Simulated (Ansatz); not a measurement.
A plane-wave DFT run in Ansatz 0.2.0 (scalar-relativistic PAW potentials unless the input names others): input and command.

```yaml
crystal:
  lattice:
    - [2.4375717438, 0.0, 0.0]
    - [-1.2187858719, 2.1109990537, 0.0]
    - [0.0, 0.0, 3.0900555472]
  atoms:
    - { symbol: C, position: [0.3333333333, 0.6666666667, 0.0] }
    - { symbol: C, position: [0.6666666667, 0.3333333333, 0.0] }
basis:
  ecutwfc: 420
kpoints:
  mp_grid: { grid: [18, 18, 12] }
hamiltonian:
  xc: pbesol
scf:
  occupations: { method: fermi_dirac, width: 0.15 }
  mixing: { algorithm: anderson, beta: 1.5, ndim: 1, preconditioner: none }
  max_iter: 80
output:
  forces: true
  eigenvalues: true
  stress: true
```

```bash
ansatz run input.yaml --threads 1 --pin off --max-ram 3072MiB --backend cpu --events-out ev --progress --plain --runs-dir out
```

Question: Will this input run?

Answer: The program refuses it, because of mixing far too strong (scf.mixing: not typed → {"algorithm": "anderson", "beta": 1.5, "ndim": 1, "preconditioner": "none"}). Without that key it is accepted.

Abridged log:
```
Error: invalid value for `scf.mixing.beta`: must be finite and in (0, 1]; got 1.5
```